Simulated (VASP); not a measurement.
# Pt (Fm-3m) in VASP: elastic constants with r2SCAN

Aim: the elastic constants of Pt with r2SCAN.

Everything below comes from runs of VASP 6.6.1. Logs are shortened: lines on timing, memory, paths and dates and some standing lists are left out, and cuts for length are marked.

## 1. The crystal as given

It takes space group Fm-3m (No. 225, cubic). Conventional cell: a = 3.922 Å, b = 3.922 Å, c = 3.922 Å, α = 90.00°, β = 90.00°, γ = 90.00°. Pt (site symmetry m-3m) has 12 Pt at 2.77 Å as nearest neighbours.

## 2. Elastic constants, r2SCAN

POSCAR

```
Pt
1.0
    0.0000000000      1.9609000000      1.9609000000
    1.9609000000      0.0000000000      1.9609000000
    1.9609000000      1.9609000000      0.0000000000
Pt
1
Direct
    0.0000000000      0.0000000000      0.0000000000
```

INCAR.step1

```
SYSTEM = Pt
ALGO     = Normal         ! electronic algorithm
EDIFF    = 1E-8           ! SCF threshold, eV
EDIFFG   = -0.002         ! ionic threshold
ENCUT    = 600            ! plane-wave cutoff, eV
IBRION   = 2              ! ionic algorithm
ISIF     = 3              ! what is computed and relaxed
ISMEAR   = 0              ! smearing method
LASPH    = .True.         ! aspherical terms in the spheres
LCHARG   = .False.        ! write CHGCAR
LMIXTAU  = .True.       
LREAL    = .False.        ! projectors in reciprocal space
LWAVE    = .False.        ! write WAVECAR
METAGGA  = R2SCAN         ! meta-GGA
NELM     = 60             ! most SCF steps
NSW      = 40             ! ionic steps
PREC     = Accurate       ! precision mode
SIGMA    = 0.1            ! smearing width, eV
```

INCAR.step2

```
SYSTEM = Pt
ALGO     = Normal         ! electronic algorithm
EDIFF    = 1E-8           ! SCF threshold, eV
ENCUT    = 600            ! plane-wave cutoff, eV
IBRION   = 6              ! ionic algorithm
ISIF     = 3              ! what is computed and relaxed
ISMEAR   = 0              ! smearing method
LASPH    = .True.         ! aspherical terms in the spheres
LCHARG   = .False.        ! write CHGCAR
LMIXTAU  = .True.       
LREAL    = .False.        ! projectors in reciprocal space
LWAVE    = .False.        ! write WAVECAR
METAGGA  = R2SCAN         ! meta-GGA
NELM     = 60             ! most SCF steps
NFREE    = 2            
NSW      = 1              ! ionic steps
POTIM    = 0.015          ! step
PREC     = Accurate       ! precision mode
SIGMA    = 0.1            ! smearing width, eV
```

KPOINTS

```
k-points
0
Gamma
  13 13 13
  0 0 0
```

Potentials or basis: VASP PAW PBE potentials, release 64 (Pt).

Launch:

```bash
$ cat potpaw_PBE.64/Pt/POTCAR > POTCAR
$ cp INCAR.step1 INCAR
$ mpirun -np 1 vasp_std > vasp.out
$ cp CONTCAR POSCAR
$ cp INCAR.step2 INCAR
$ mpirun -np 1 vasp_std > vasp.out
```

OUTCAR:

```text
SYSTEM = Pt
   EDIFF = 1E-8
   ENCUT = 600
   IBRION = 6
   ISIF = 3
   ISMEAR = 0
   LASPH = .True.
   LREAL = .False.
   METAGGA = R2SCAN
   NELM = 60
   NFREE = 2
   NSW = 1
   POTIM = 0.015
   PREC = Accurate

 ion  position               nearest neighbor table
   1  0.000  0.000  0.000-

  LATTYP: Found a face centered cubic cell.
 ALAT       =     3.9432731074

  Lattice vectors:

 A1 = (   0.0000000000,   1.9716365537,   1.9716365537)
 A2 = (   1.9716365537,   0.0000000000,   1.9716365537)
 A3 = (   1.9716365537,   1.9716365537,   0.0000000000)

Analysis of symmetry for initial positions (statically):
=====================================================================
 Subroutine PRICEL returns:
 Original cell was already a primitive cell.

 Routine SETGRP: Setting up the symmetry group for a
 face centered cubic supercell.

 Subroutine GETGRP returns: Found 48 space group operations
 (whereof 48 operations were pure point group operations)
 out of a pool of 48 trial point group operations.

The static configuration has the point symmetry O_h .

Analysis of symmetry for dynamics (positions and initial velocities):
=====================================================================
 Subroutine PRICEL returns:
 Original cell was already a primitive cell.

 Routine SETGRP: Setting up the symmetry group for a
 face centered cubic supercell.

 Subroutine GETGRP returns: Found 48 space group operations
 (whereof 48 operations were pure point group operations)
 out of a pool of 48 trial point group operations.

The dynamic configuration has the point symmetry O_h .

 Subroutine INISYM returns: Found 48 space group operations
 (whereof 48 operations are pure point group operations),
 and found     1 'primitive' translations

----------------------------------------------------------------------------------------

[... 337 lines left out ...]
      1       0.3943      2.00000
      2       6.8821      2.00000
      3       6.8821      2.00000
      4       6.8821      2.00000
      5       8.9872      2.00000
      6       8.9872      2.00000
      7      26.2307      0.00000
      8      31.3071      0.00000
      9      31.3071      0.00000
[... 265 lines left out ...]
 k-point    24 :       0.4615    0.1538    0.0000
  band No.  band energies     occupation
      1       3.9700      2.00000
      2       6.3425      2.00000
      3       7.3054      2.00000
      4       7.5354      2.00000
      5      10.7692      0.26719
      6      12.2667      0.00000
      7      18.6056      0.00000
      8      27.0410      0.00000
      9      28.9636      0.00000

 [... further k-points ...]

------------------------ aborting loop because EDIFF is reached ----------------------------------------

  FORCE on cell =-STRESS in cart. coord.  units (eV):
  Direction    XX          YY          ZZ          XY          YZ          ZX
  --------------------------------------------------------------------------------------
  -------------------------------------------------------------------------------------
  Total        0.0015923      0.0015923      0.0015923      0.0000000     -0.0000000      0.0000000
  in kB        0.1664264      0.1664264      0.1664264      0.0000000     -0.0000000      0.0000000
  external PRESSURE =       0.1664264 kB  Pullay stress =       0.0000000 kB
[... 16 lines left out ...]
  FREE ENERGIE OF THE ION-ELECTRON SYSTEM (eV)
  ---------------------------------------------------
  free  energy   TOTEN  =       -51.4943542389 eV

  energy  without entropy=      -51.4828113443  energy(sigma->0) =      -51.48858279

 INTERNAL STRAIN TENSORS FROM STRAINED CELLS
 ============================================

 INTERNAL STRAIN TENSOR FOR ION    1 for displacements in x,y,z  (eV/Angst):
          X           Y           Z          XY          YZ          ZX
  --------------------------------------------------------------------------------
  x     0.00000     0.00000    -0.00000     0.00000     0.00000     0.00000
  y     0.00000     0.00000     0.00000     0.00000     0.00000     0.00000
  z     0.00000    -0.00000     0.00000    -0.00000    -0.00000     0.00000

 INTERNAL STRAIN TENSORS FROM DISPLACED ATOMS
 ============================================

 INTERNAL STRAIN TENSOR FOR ION    1 for displacements in x,y,z  (eV/Angst):
          X           Y           Z          XY          YZ          ZX
  --------------------------------------------------------------------------------
  x     0.00000     0.00000     0.00000     0.00000     0.00000     0.00000
  y     0.00000     0.00000     0.00000     0.00000     0.00000     0.00000
  z     0.00000     0.00000     0.00000     0.00000     0.00000     0.00000

 Eigenvectors and eigenvalues of the dynamical matrix
 ----------------------------------------------------

   1 f  =    0.000000 THz     0.000000 2PiTHz    0.000000 cm-1     0.000000 meV
             X         Y         Z           dx          dy          dz
      0.000000  0.000000  0.000000     1.000000    0.000000    0.000000

   2 f  =    0.000000 THz     0.000000 2PiTHz    0.000000 cm-1     0.000000 meV
             X         Y         Z           dx          dy          dz
      0.000000  0.000000  0.000000     0.000000    1.000000    0.000000

   3 f  =    0.000000 THz     0.000000 2PiTHz    0.000000 cm-1     0.000000 meV
             X         Y         Z           dx          dy          dz
      0.000000  0.000000  0.000000     0.000000    0.000000    1.000000

--------------------------------------------------------------------------------------------------------

 ELASTIC MODULI CONTR FROM IONIC RELAXATION (kBar)
 Direction    XX          YY          ZZ          XY          YZ          ZX
 --------------------------------------------------------------------------------
 XX           0.0000      0.0000      0.0000      0.0000      0.0000      0.0000
 YY           0.0000      0.0000      0.0000      0.0000      0.0000      0.0000
 ZZ           0.0000      0.0000      0.0000      0.0000      0.0000      0.0000
 XY           0.0000      0.0000      0.0000      0.0000      0.0000      0.0000
 YZ           0.0000      0.0000      0.0000      0.0000      0.0000      0.0000
 ZX           0.0000      0.0000      0.0000      0.0000      0.0000      0.0000
 --------------------------------------------------------------------------------

 TOTAL ELASTIC MODULI (kBar)
 Direction    XX          YY          ZZ          XY          YZ          ZX
 --------------------------------------------------------------------------------
 XX        3282.4702   2460.5631   2460.5631     -0.0000      0.0000     -0.0000
 YY        2460.5631   3282.4702   2460.5631     -0.0000      0.0000     -0.0000
 ZZ        2460.5631   2460.5631   3282.4702     -0.0000     -0.0000     -0.0000
 XY          -0.0000     -0.0000     -0.0000    518.4285      0.0000      0.0000
 YZ           0.0000      0.0000     -0.0000      0.0000    518.4285      0.0000
 ZX          -0.0000     -0.0000     -0.0000      0.0000      0.0000    518.4285
 --------------------------------------------------------------------------------
```

Run time: 36 min. Hardware: 1 thread of Intel Xeon Platinum 8259CL at 2.50GHz (Skylake/Cascade Lake), shared host; peak memory 0.35 GiB.

Results:

- Relaxed volume: 15.33 Å³/atom
- Relaxed cell: a = 2.788 Å, b = 2.788 Å, c = 2.788 Å, α = 60.00°, β = 60.00°, γ = 60.00°
- Space group after relaxing (to 0.05 Å): Fm-3m (No. 225)
- Elastic constants C11, C12, C44: 328, 246, 52 GPa
- Voigt bulk modulus: 273 GPa

The path:
| step | energy change (eV) | largest force (eV/Å) | pressure (GPa) | volume (Å³) |
| --- | --- | --- | --- | --- |
| 1 | 0.0000 | 0.0000 | 4.69 | 15.08 |
| 2 | 0.0237 | 0.0000 | -11.24 | 16.06 |
| 3 | -0.0036 | 0.0000 | -0.06 | 15.33 |
| 4 | -0.0036 | 0.0000 | 0.03 | 15.33 |
| 5 | -0.0036 | 0.0000 | 0.03 | 15.33 |
| 6 | -0.0036 | 0.0000 | 0.03 | 15.33 |
| 7 | -0.0036 | 0.0000 | 0.03 | 15.33 |
| 8 | -0.0036 | 0.0000 | 0.03 | 15.33 |
| 9 | -0.0036 | 0.0000 | 0.03 | 15.33 |
| 10 | -0.0036 | 0.0000 | 0.03 | 15.33 |
| 11 | -0.0036 | 0.0000 | 0.03 | 15.33 |
| 12 | -0.0036 | 0.0000 | 0.03 | 15.33 |
| 13 | -0.0036 | 0.0000 | 0.02 | 15.33 |
| 14 | -0.0036 | 0.0000 | 0.02 | 15.33 |
| 15 | -0.0036 | 0.0000 | 0.01 | 15.33 |

Final structure:
```
CELL_PARAMETERS angstrom
0.00000 1.97164 1.97164
1.97164 0.00000 1.97164
1.97164 1.97164 0.00000
ATOMIC_POSITIONS crystal
Pt 0.00000 0.00000 0.00000
```

Elastic tensor in Voigt notation (GPa, in the Cartesian axes of the cell as first typed):
```
328 246 246   0   0   0
246 328 246   0   0   0
246 246 328   0   0   0
  0   0   0  52   0   0
  0   0   0   0  52   0
  0   0   0   0   0  52
```

Clamped-ion elastic tensor (GPa):
```
328 246 246   0   0   0
246 328 246   0   0   0
246 246 328   0   0   0
  0   0   0  52   0   0
  0   0   0   0  52   0
  0   0   0   0   0  52
```

Caveat: the PAW data sets were made with another functional, which shifts forces and pressure a little. Spin-orbit coupling is left out, which matters for the levels of Pt.
